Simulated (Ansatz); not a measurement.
Born–Oppenheimer molecular dynamics of a periodic cell of 17 atoms, HC₁₆ (host C, host structure diamond, interstitial H). It starts from a relaxed structure.

Computed with DFT PBE, scalar-relativistic, plane waves, PAW in Ansatz. Settings: cutoff 420 eV, k mesh 3x3x3, fermi-dirac smearing 0.05 eV, spin collinear.

| Quantity | Value |
| --- | --- |
| ensemble | NVT, Langevin thermostat |
| time step | 0.75 fs |
| steps asked | 170 |
| set temperature | 600 K |
| friction | 0.02 /fs |
| seed | 639471 |

Frames 1.5 fs apart, positions in Å, forces in eV/Å.

Velocities at 0.0 fs (Å/ps):

```
C -0.13 2.93 1.56
C 1.81 0.76 -1.36
C -6.67 -4.16 1.63
C -4.53 -0.75 2.04
C 9.20 -1.76 -5.38
C 5.50 16.80 -1.58
C -11.83 -2.68 -0.82
C 3.47 2.75 5.41
C 2.95 -14.00 6.44
C -10.50 -9.61 6.98
C -2.01 7.14 -5.67
C 6.01 -5.17 -0.31
C 3.07 -1.65 2.85
C 4.81 -0.56 -12.44
C -1.95 3.20 12.63
C 0.13 5.95 -13.19
H 7.94 9.65 14.27
```

```xyz
17
Lattice="0.0000 3.5700 3.5700 3.5700 0.0000 3.5700 3.5700 3.5700 0.0000" Properties=species:S:1:pos:R:3:forces:R:3 time_fs=0.0 energy_less_start_eV=0.000 T=565
C 0.001 0.000 0.001 -0.01 0.02 -0.01
C 0.892 0.915 0.892 0.00 0.00 0.00
C 1.782 1.789 0.003 0.01 -0.01 -0.01
C 2.656 2.678 0.893 0.00 0.00 0.00
C 1.784 -0.001 1.784 0.02 0.02 0.02
C 2.678 0.893 2.678 0.00 0.00 0.00
C 3.570 1.786 1.785 -0.01 -0.01 0.01
C 4.462 2.678 2.700 0.00 0.00 0.00
C 0.003 1.789 1.782 -0.01 -0.01 0.01
C 0.893 2.678 2.656 0.00 0.00 0.00
C 1.782 3.567 1.782 0.01 0.01 0.01
C 2.678 4.463 2.678 0.00 0.00 0.00
C 1.785 1.786 3.570 0.01 -0.01 -0.01
C 2.700 2.678 4.462 0.00 0.00 0.00
C 3.573 3.567 3.573 -0.01 0.01 -0.01
C 4.463 4.442 4.463 0.00 0.00 0.00
H 4.466 6.257 4.466 -0.01 -0.03 -0.01
17
Lattice="0.0000 3.5700 3.5700 3.5700 0.0000 3.5700 3.5700 3.5700 0.0000" Properties=species:S:1:pos:R:3:forces:R:3 time_fs=1.5 energy_less_start_eV=0.100 T=496
C 0.001 0.002 0.002 -0.09 -0.15 -0.01
C 0.896 0.918 0.890 0.01 -0.44 0.14
C 1.772 1.783 0.006 0.54 0.33 -0.17
C 2.650 2.678 0.898 0.02 0.14 -0.29
C 1.798 -0.003 1.776 -0.40 0.07 0.23
C 2.686 0.918 2.677 -0.22 -1.18 0.04
C 3.553 1.781 1.785 0.83 0.65 -0.03
C 4.468 2.682 2.707 -0.25 -0.10 -0.29
C 0.009 1.768 1.792 -0.23 0.64 -0.41
C 0.878 2.663 2.666 0.62 0.78 -0.34
C 1.780 3.578 1.772 -0.19 -0.57 0.51
C 2.687 4.457 2.678 -0.68 0.04 0.06
C 1.790 1.782 3.573 -0.20 0.38 -0.44
C 2.706 2.676 4.446 -0.05 -0.26 1.10
C 3.569 3.571 3.591 0.46 -0.20 -1.10
C 4.464 4.450 4.444 -0.09 -0.15 1.03
H 4.482 6.271 4.493 -0.07 0.03 -0.04
17
Lattice="0.0000 3.5700 3.5700 3.5700 0.0000 3.5700 3.5700 3.5700 0.0000" Properties=species:S:1:pos:R:3:forces:R:3 time_fs=3.0 energy_less_start_eV=0.351 T=382
C -0.001 -0.001 0.002 -0.04 -0.21 0.03
C 0.899 0.920 0.889 -0.07 -0.89 0.18
C 1.759 1.780 0.008 1.17 0.55 -0.27
C 2.645 2.676 0.902 0.04 0.27 -0.49
C 1.813 -0.005 1.768 -0.91 0.09 0.41
C 2.692 0.939 2.676 -0.28 -2.31 0.18
C 3.541 1.774 1.788 1.47 1.36 -0.28
C 4.476 2.685 2.715 -0.50 -0.17 -0.51
C 0.015 1.749 1.802 -0.38 1.22 -0.79
C 0.869 2.648 2.669 1.06 1.41 -0.34
C 1.780 3.587 1.765 -0.34 -1.08 0.80
C 2.697 4.450 2.679 -1.33 0.12 0.12
C 1.798 1.776 3.575 -0.56 0.86 -0.82
C 2.711 2.677 4.433 -0.02 -0.57 1.95
C 3.567 3.576 3.606 0.81 -0.44 -2.03
C 4.462 4.457 4.429 0.04 -0.29 1.96
H 4.502 6.282 4.525 -0.15 0.08 -0.10
17
Lattice="0.0000 3.5700 3.5700 3.5700 0.0000 3.5700 3.5700 3.5700 0.0000" Properties=species:S:1:pos:R:3:forces:R:3 time_fs=4.5 energy_less_start_eV=0.668 T=292
C -0.002 -0.004 -0.001 -0.03 -0.25 0.15
C 0.901 0.921 0.887 -0.15 -1.28 0.23
C 1.750 1.777 0.009 1.62 0.73 -0.29
C 2.639 2.674 0.903 0.14 0.46 -0.53
C 1.827 -0.008 1.765 -1.40 0.09 0.40
C 2.693 0.954 2.676 -0.14 -3.13 0.33
C 3.529 1.769 1.792 1.93 1.89 -0.59
C 4.480 2.689 2.720 -0.64 -0.31 -0.63
C 0.020 1.728 1.810 -0.39 1.86 -1.03
C 0.865 2.635 2.672 1.33 1.82 -0.37
C 1.781 3.595 1.762 -0.47 -1.54 0.93
C 2.706 4.443 2.685 -1.88 0.17 -0.06
C 1.808 1.770 3.576 -0.98 1.28 -1.00
C 2.716 2.677 4.426 -0.01 -0.90 2.52
C 3.569 3.580 3.619 0.85 -0.74 -2.74
C 4.456 4.461 4.415 0.45 -0.21 2.86
H 4.526 6.300 4.562 -0.24 0.06 -0.20
17
Lattice="0.0000 3.5700 3.5700 3.5700 0.0000 3.5700 3.5700 3.5700 0.0000" Properties=species:S:1:pos:R:3:forces:R:3 time_fs=6.0 energy_less_start_eV=0.947 T=181
C -0.002 -0.009 -0.003 -0.02 -0.24 0.16
C 0.900 0.919 0.882 -0.17 -1.47 0.46
C 1.742 1.776 0.012 1.90 0.71 -0.43
C 2.633 2.667 0.901 0.23 0.77 -0.46
C 1.836 -0.013 1.762 -1.67 0.15 0.37
C 2.697 0.963 2.679 -0.09 -3.63 0.28
C 3.520 1.770 1.793 2.26 2.01 -0.74
C 4.482 2.695 2.726 -0.68 -0.48 -0.73
C 0.024 1.708 1.816 -0.37 2.44 -1.08
C 0.864 2.629 2.678 1.44 1.86 -0.58
C 1.782 3.598 1.757 -0.62 -1.72 1.13
C 2.708 4.436 2.692 -2.10 0.25 -0.33
C 1.817 1.764 3.576 -1.30 1.64 -0.99
C 2.725 2.678 4.423 -0.16 -1.30 2.91
C 3.574 3.582 3.630 0.69 -0.88 -3.28
C 4.450 4.466 4.405 0.94 -0.12 3.57
H 4.541 6.314 4.596 -0.25 0.02 -0.27
17
Lattice="0.0000 3.5700 3.5700 3.5700 0.0000 3.5700 3.5700 3.5700 0.0000" Properties=species:S:1:pos:R:3:forces:R:3 time_fs=7.5 energy_less_start_eV=1.092 T=142
C -0.004 -0.015 -0.001 -0.01 -0.18 0.09
C 0.902 0.912 0.878 -0.27 -1.38 0.71
C 1.737 1.777 0.016 1.97 0.56 -0.62
C 2.624 2.664 0.901 0.52 0.88 -0.32
C 1.843 -0.015 1.759 -1.82 0.12 0.42
C 2.701 0.966 2.684 -0.06 -3.76 0.11
C 3.518 1.775 1.795 2.27 1.92 -0.78
C 4.481 2.698 2.730 -0.55 -0.53 -0.77
C 0.026 1.694 1.821 -0.33 2.75 -1.16
C 0.863 2.624 2.683 1.48 1.85 -0.77
C 1.782 3.596 1.756 -0.82 -1.63 1.26
C 2.708 4.431 2.697 -2.11 0.27 -0.45
C 1.823 1.763 3.572 -1.42 1.75 -0.74
C 2.733 2.678 4.424 -0.27 -1.50 2.96
C 3.581 3.583 3.637 0.38 -0.96 -3.49
C 4.446 4.472 4.402 1.33 -0.11 3.88
H 4.556 6.327 4.620 -0.28 -0.05 -0.32
17
Lattice="0.0000 3.5700 3.5700 3.5700 0.0000 3.5700 3.5700 3.5700 0.0000" Properties=species:S:1:pos:R:3:forces:R:3 time_fs=9.0 energy_less_start_eV=1.071 T=162
C -0.006 -0.018 0.001 0.06 -0.20 0.03
C 0.905 0.899 0.876 -0.30 -0.91 0.82
C 1.735 1.780 0.019 1.86 0.34 -0.71
C 2.614 2.667 0.899 0.85 0.71 -0.14
C 1.851 -0.016 1.758 -1.95 0.01 0.43
C 2.705 0.961 2.689 -0.06 -3.52 -0.06
C 3.519 1.779 1.799 2.07 1.81 -0.90
C 4.474 2.699 2.731 -0.21 -0.60 -0.72
C 0.029 1.686 1.824 -0.40 2.82 -1.23
C 0.864 2.623 2.684 1.46 1.71 -0.81
C 1.781 3.593 1.760 -0.98 -1.38 1.17
C 2.705 4.428 2.700 -1.91 0.37 -0.49
C 1.828 1.765 3.565 -1.53 1.70 -0.26
C 2.738 2.678 4.427 -0.19 -1.56 2.72
C 3.592 3.585 3.635 -0.12 -1.00 -3.21
C 4.442 4.479 4.405 1.64 -0.14 3.75
H 4.560 6.338 4.634 -0.28 -0.16 -0.39
17
Lattice="0.0000 3.5700 3.5700 3.5700 0.0000 3.5700 3.5700 3.5700 0.0000" Properties=species:S:1:pos:R:3:forces:R:3 time_fs=10.5 energy_less_start_eV=0.905 T=310
C -0.012 -0.020 0.004 0.31 -0.27 -0.09
C 0.907 0.881 0.876 -0.24 -0.22 0.85
C 1.736 1.783 0.016 1.54 -0.01 -0.61
C 2.603 2.674 0.892 1.17 0.39 0.27
C 1.859 -0.014 1.762 -2.02 -0.13 0.37
C 2.711 0.947 2.693 -0.23 -2.77 -0.24
C 3.527 1.786 1.801 1.57 1.52 -0.97
C 4.465 2.700 2.729 0.26 -0.64 -0.61
C 0.033 1.686 1.823 -0.49 2.56 -1.25
C 0.867 2.625 2.680 1.28 1.48 -0.64
C 1.776 3.586 1.768 -0.93 -0.96 0.89
C 2.702 4.426 2.703 -1.68 0.50 -0.60
C 1.828 1.770 3.557 -1.41 1.33 0.23
C 2.742 2.672 4.435 -0.09 -1.34 2.23
C 3.599 3.586 3.629 -0.56 -0.96 -2.58
C 4.439 4.485 4.416 1.80 -0.24 3.24
H 4.557 6.338 4.642 -0.28 -0.25 -0.47
17
Lattice="0.0000 3.5700 3.5700 3.5700 0.0000 3.5700 3.5700 3.5700 0.0000" Properties=species:S:1:pos:R:3:forces:R:3 time_fs=12.0 energy_less_start_eV=0.709 T=379
C -0.018 -0.024 0.007 0.60 -0.23 -0.19
C 0.911 0.864 0.875 -0.24 0.55 0.95
C 1.741 1.787 0.011 1.14 -0.47 -0.39
C 2.593 2.678 0.889 1.48 0.10 0.50
C 1.863 -0.013 1.768 -1.90 -0.23 0.26
C 2.722 0.928 2.697 -0.63 -1.72 -0.40
C 3.541 1.795 1.801 0.92 1.04 -0.80
C 4.457 2.703 2.728 0.79 -0.73 -0.58
C 0.034 1.691 1.820 -0.57 2.04 -1.17
C 0.874 2.632 2.674 0.93 1.01 -0.35
C 1.770 3.576 1.780 -0.74 -0.42 0.56
C 2.695 4.422 2.710 -1.21 0.75 -0.82
C 1.824 1.776 3.553 -0.98 0.89 0.58
C 2.746 2.665 4.445 -0.05 -1.06 1.64
C 3.609 3.583 3.620 -1.04 -0.68 -1.66
C 4.439 4.491 4.432 1.77 -0.52 2.39
H 4.551 6.332 4.640 -0.28 -0.31 -0.52
17
Lattice="0.0000 3.5700 3.5700 3.5700 0.0000 3.5700 3.5700 3.5700 0.0000" Properties=species:S:1:pos:R:3:forces:R:3 time_fs=13.5 energy_less_start_eV=0.588 T=398
C -0.021 -0.028 0.009 0.84 -0.24 -0.22
C 0.914 0.847 0.875 -0.27 1.23 1.07
C 1.747 1.791 0.010 0.63 -0.80 -0.31
C 2.587 2.682 0.887 1.73 -0.11 0.70
C 1.866 -0.013 1.776 -1.73 -0.22 0.22
C 2.734 0.905 2.700 -1.17 -0.50 -0.57
C 3.556 1.806 1.799 0.30 0.50 -0.62
C 4.450 2.706 2.723 1.25 -0.80 -0.38
C 0.031 1.697 1.814 -0.45 1.57 -0.94
C 0.881 2.639 2.667 0.52 0.47 -0.08
C 1.766 3.568 1.791 -0.62 0.12 0.20
C 2.683 4.423 2.715 -0.54 0.78 -0.91
C 1.819 1.784 3.550 -0.52 0.27 0.83
C 2.748 2.659 4.457 -0.08 -0.82 0.98
C 3.612 3.578 3.613 -1.28 -0.18 -0.88
C 4.442 4.499 4.449 1.64 -0.91 1.45
H 4.536 6.321 4.627 -0.25 -0.34 -0.52
17
Lattice="0.0000 3.5700 3.5700 3.5700 0.0000 3.5700 3.5700 3.5700 0.0000" Properties=species:S:1:pos:R:3:forces:R:3 time_fs=15.0 energy_less_start_eV=0.544 T=397
C -0.022 -0.032 0.012 1.03 -0.25 -0.29
C 0.918 0.832 0.876 -0.30 1.81 1.09
C 1.756 1.793 0.012 0.11 -0.98 -0.35
C 2.584 2.688 0.886 1.90 -0.41 0.86
C 1.865 -0.015 1.785 -1.45 -0.24 0.17
C 2.742 0.879 2.701 -1.62 0.75 -0.62
C 3.571 1.813 1.795 -0.29 0.08 -0.33
C 4.445 2.708 2.717 1.61 -0.90 -0.14
C 0.032 1.706 1.805 -0.50 0.95 -0.56
C 0.886 2.645 2.660 0.21 0.03 0.26
C 1.763 3.561 1.800 -0.43 0.65 -0.10
C 2.671 4.428 2.717 0.21 0.65 -0.88
C 1.813 1.795 3.553 -0.05 -0.47 0.88
C 2.749 2.650 4.471 -0.11 -0.39 0.27
C 3.612 3.572 3.607 -1.41 0.33 -0.20
C 4.449 4.503 4.467 1.31 -1.29 0.43
H 4.518 6.300 4.605 -0.22 -0.33 -0.50
17
Lattice="0.0000 3.5700 3.5700 3.5700 0.0000 3.5700 3.5700 3.5700 0.0000" Properties=species:S:1:pos:R:3:forces:R:3 time_fs=16.5 energy_less_start_eV=0.604 T=365
C -0.022 -0.035 0.017 1.14 -0.23 -0.41
C 0.926 0.821 0.882 -0.47 2.24 0.95
C 1.766 1.789 0.014 -0.35 -0.92 -0.38
C 2.582 2.693 0.885 2.04 -0.72 0.99
C 1.861 -0.016 1.796 -1.06 -0.30 0.12
C 2.749 0.856 2.700 -1.99 1.84 -0.48
C 3.586 1.820 1.792 -0.82 -0.30 -0.10
C 4.439 2.708 2.713 1.93 -1.00 0.13
C 0.035 1.718 1.796 -0.57 0.31 -0.16
C 0.890 2.648 2.653 0.02 -0.30 0.73
C 1.761 3.556 1.809 -0.21 1.00 -0.36
C 2.662 4.431 2.719 0.86 0.55 -0.84
C 1.807 1.804 3.561 0.37 -1.06 0.82
C 2.748 2.644 4.485 -0.12 0.00 -0.45
C 3.612 3.566 3.599 -1.51 0.70 0.53
C 4.458 4.503 4.488 0.95 -1.49 -0.59
H 4.500 6.278 4.590 -0.19 -0.33 -0.50
```

Of the whole run (128 fs, mean temperature of the second half 473 K): The mean temperature of the second half is 21 % below the set value. A run of 0.13 ps of so small a system gives no equilibrium averages. Limits of this set-up: coarse k mesh.

Time of the run: 12 min on 1 thread of Intel(R) Xeon(R) Platinum 8259CL CPU @ 2.50GHz (Skylake/Cascade Lake), on a shared host, peak memory 0.44 GiB.
